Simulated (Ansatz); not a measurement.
Thermal properties of Ta from its phonons at 0.98 times its equilibrium volume

The calculation used DFT PBE, scalar-relativistic, plane waves, PAW in Ansatz 0.2.0. Settings: 420 eV plane-wave cutoff, Γ-centred 20×20×20 mesh, Fermi-Dirac smearing of 0.15 eV. No spin polarisation. Phonons by linear response, acoustic sum rule imposed.

The cell, relaxed in shape and atoms at 0.98 times its equilibrium volume:
```cif
data_structure
_symmetry_space_group_name_H-M 'Im-3m'
_symmetry_Int_Tables_number 229
_cell_length_a 3.2995
_cell_length_b 3.2995
_cell_length_c 3.2995
_cell_angle_alpha 90.000
_cell_angle_beta 90.000
_cell_angle_gamma 90.000
_cell_volume 35.92
loop_
_atom_site_label
_atom_site_type_symbol
_atom_site_symmetry_multiplicity
_atom_site_Wyckoff_symbol
_atom_site_fract_x
_atom_site_fract_y
_atom_site_fract_z
_atom_site_occupancy
Ta1 Ta 2 a 0.00000 0.00000 0.00000 1
```

In a metal, frequencies and elastic constants depend on the k mesh and the smearing, soft modes and shear constants most. Some empty bands missed the eigensolver's threshold. Spin–orbit coupling is left out, which matters for heavy elements. The q mesh is coarse, so values between its points are rough.

Force constants from linear response on a 2×2×2 q mesh, interpolated to a fine mesh.

Phonon density of states, in bins of 5 cm⁻¹:
```json
{"bin centre (cm⁻¹)": "2.5", "share of modes (%)": "0.0"}
{"bin centre (cm⁻¹)": "7.5", "share of modes (%)": "0.0"}
{"bin centre (cm⁻¹)": "12.5", "share of modes (%)": "0.0"}
{"bin centre (cm⁻¹)": "17.5", "share of modes (%)": "0.0"}
{"bin centre (cm⁻¹)": "22.5", "share of modes (%)": "0.1"}
{"bin centre (cm⁻¹)": "27.5", "share of modes (%)": "0.1"}
{"bin centre (cm⁻¹)": "32.5", "share of modes (%)": "0.2"}
{"bin centre (cm⁻¹)": "37.5", "share of modes (%)": "0.3"}
{"bin centre (cm⁻¹)": "42.5", "share of modes (%)": "0.3"}
{"bin centre (cm⁻¹)": "47.5", "share of modes (%)": "0.4"}
{"bin centre (cm⁻¹)": "52.5", "share of modes (%)": "0.6"}
{"bin centre (cm⁻¹)": "57.5", "share of modes (%)": "0.7"}
{"bin centre (cm⁻¹)": "62.5", "share of modes (%)": "0.8"}
{"bin centre (cm⁻¹)": "67.5", "share of modes (%)": "1.0"}
{"bin centre (cm⁻¹)": "72.5", "share of modes (%)": "1.3"}
{"bin centre (cm⁻¹)": "77.5", "share of modes (%)": "1.6"}
{"bin centre (cm⁻¹)": "82.5", "share of modes (%)": "1.9"}
{"bin centre (cm⁻¹)": "87.5", "share of modes (%)": "2.5"}
{"bin centre (cm⁻¹)": "92.5", "share of modes (%)": "3.5"}
{"bin centre (cm⁻¹)": "97.5", "share of modes (%)": "3.8"}
{"bin centre (cm⁻¹)": "102.5", "share of modes (%)": "4.1"}
{"bin centre (cm⁻¹)": "107.5", "share of modes (%)": "4.4"}
{"bin centre (cm⁻¹)": "112.5", "share of modes (%)": "4.8"}
{"bin centre (cm⁻¹)": "117.5", "share of modes (%)": "5.0"}
{"bin centre (cm⁻¹)": "122.5", "share of modes (%)": "4.5"}
{"bin centre (cm⁻¹)": "127.5", "share of modes (%)": "4.6"}
{"bin centre (cm⁻¹)": "132.5", "share of modes (%)": "5.2"}
{"bin centre (cm⁻¹)": "137.5", "share of modes (%)": "6.8"}
{"bin centre (cm⁻¹)": "142.5", "share of modes (%)": "9.1"}
{"bin centre (cm⁻¹)": "147.5", "share of modes (%)": "13.8"}
{"bin centre (cm⁻¹)": "152.5", "share of modes (%)": "8.5"}
{"bin centre (cm⁻¹)": "157.5", "share of modes (%)": "5.2"}
{"bin centre (cm⁻¹)": "162.5", "share of modes (%)": "3.3"}
{"bin centre (cm⁻¹)": "167.5", "share of modes (%)": "1.4"}
```

**Question.** How much zero-point energy does an atom carry?

**Answer.** 23.3 meV.

**Question.** How large are the vibrational entropy and heat capacity at 300 K?

**Answer.** S = 4.67 k_B and C_V = 2.91 k_B per atom, 97 % of the Dulong–Petit value.

**Question.** Tabulate them against temperature.

**Answer.**
| T (K) | F_vib (meV/atom) | S (k_B/atom) | C_V (k_B/atom) |
| --- | --- | --- | --- |
| 100 | 18.0 | 1.72 | 2.29 |
| 200 | -5.2 | 3.51 | 2.80 |
| 300 | -40.7 | 4.67 | 2.91 |
| 400 | -84.7 | 5.51 | 2.95 |
| 500 | -135.2 | 6.17 | 2.97 |
| 600 | -190.7 | 6.71 | 2.98 |
| 700 | -250.6 | 7.17 | 2.98 |
| 800 | -314.2 | 7.57 | 2.99 |
| 900 | -381.0 | 7.92 | 2.99 |
| 1000 | -450.6 | 8.24 | 2.99 |

Cost: 1 run of about 1 core-minutes, on AMD EPYC 7R43 (Zen 3) (shared hosts).